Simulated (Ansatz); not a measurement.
Computed with Ansatz 0.2.0, DFT PBE, scalar-relativistic, plane waves, PAW. Settings: cutoff 420 eV, Γ-centred meshes spaced at most about 0.3 Å⁻¹, and about 0.25 Å⁻¹ or finer for metals (2π included), Gaussian smearing. No spin polarisation.

These are static total energies at zero pressure.

Two relaxed structures of Hf3S5:

A.

```xyz
8
Lattice="1.8332 1.0584 16.6208 -1.8332 1.0584 16.6208 0.0000 -2.1167 16.6208" Properties=species:S:1:pos:R:3 pbc="T T T"
Hf    0.0000    0.0000   15.1380
Hf    0.0000    0.0000   34.7244
Hf    0.0000    0.0000   24.9312
S     0.0000    0.0000   30.3414
S     0.0000    0.0000   19.5211
S     0.0000    0.0000    0.0000
S     0.0000    0.0000    9.7509
S     0.0000    0.0000   40.1116
```

B.

```xyz
8
Lattice="5.6956 -2.5583 0.0000 5.6956 2.5583 0.0000 -5.5782 0.0000 5.7187" Properties=species:S:1:pos:R:3 pbc="T T T"
Hf    0.0000    0.0000    0.0000
Hf    6.9175    0.0000    2.2405
Hf   -1.1045    0.0000    3.4781
S     1.2193    0.0000    2.3004
S     4.5937    0.0000    3.4183
S     5.6956    0.0000    0.0000
S     9.1780    0.0000    1.1839
S    -3.3650    0.0000    4.5347
```

Question: Which is lower in energy, and by how much?

Answer: They are level within the accuracy (6 meV/atom apart, with B the lower in these runs). A has space group R-3m (No. 166), 24.2 Å³/atom and no gap on its mesh; B has space group C2/m (No. 12), 20.8 Å³/atom and no gap. Counting S atoms around Hf (those within 1.25 times the shortest such distance or 1.15 times the sum of covalent radii, 1.27 where that leaves under three), A and B both have Hf 6. Both come from invented guesses.

The k mesh leaves some 4 meV/atom of noise in the energy of each metallic cell. No dispersion correction is applied, so the spacing and binding between layers, chains or molecules are poorly described (R-3m), and this can change margins and order among such cells. Spin–orbit coupling, which can matter for Hf, is left out. Cells relaxed within their symmetry can be saddle points.
